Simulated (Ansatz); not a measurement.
## CaSe: what changed settings do

All trials start from this Ansatz input:

```yaml
crystal:
  lattice:
    - [0.0, 2.9702381052, 2.9702381052]
    - [2.9702381052, 0.0, 2.9702381052]
    - [2.9702381052, 2.9702381052, 0.0]
  atoms:
    - { symbol: Ca, position: [0.0, 0.0, 0.0] }
    - { symbol: Se, position: [0.5, 0.5, 0.5] }
basis:
  ecutwfc: 420
kpoints:
  mp_grid: { grid: [4, 4, 4] }
hamiltonian:
  xc: pbe
scf:
  occupations: { method: gaussian, width: 0.1 }
output:
  forces: true
  stress: true
  eigenvalues: true
```

Command:

```bash
ansatz run input.yaml --threads 1 --pin off --max-ram 1331MiB --backend cpu --events-out ev --progress --plain --runs-dir out
```

The run converges in 6 SCF iterations on 8 irreducible k-points: pressure 0.55 GPa, gap on the sampled k-points 2.05 eV.

Settings here are deliberately varied, not converged. Each trial's input is given as a difference from the reference's; energies are extrapolated to zero smearing where there is one, and pressure is positive in compression.

Trial 1:

```diff
 basis:
-  ecutwfc: 420
+  ecutwfc: "29 Ry"
+  precision: f64
 kpoints:
-  mp_grid: { grid: [4, 4, 4] }
+  mp_grid: { kspacing: 0.45 }
 scf:
-  occupations: { method: gaussian, width: 0.1 }
+  occupations: { method: cold }
+  lower_state_search: "off"
+  n_extra_bands: 5
+  algorithm: density_mixing
+  max_iter: 76
```

The run converges in 5 SCF iterations on 10 irreducible k-points: energy 6.01 meV per atom below the reference, pressure 0.47 GPa, gap on the sampled k-points 2.18 eV. It warns that the cutoff lies under the recommended one, 420 eV for these potentials.

Trial 2:

```diff
 basis:
+  ecutrho_ratio: 10
 scf:
+  eigensolver: { mixed_precision: false }
+  max_iter: 55
```

The run converges in 6 SCF iterations on 8 irreducible k-points: energy 0.01 meV per atom above the reference, pressure 0.55 GPa, gap on the sampled k-points 2.05 eV.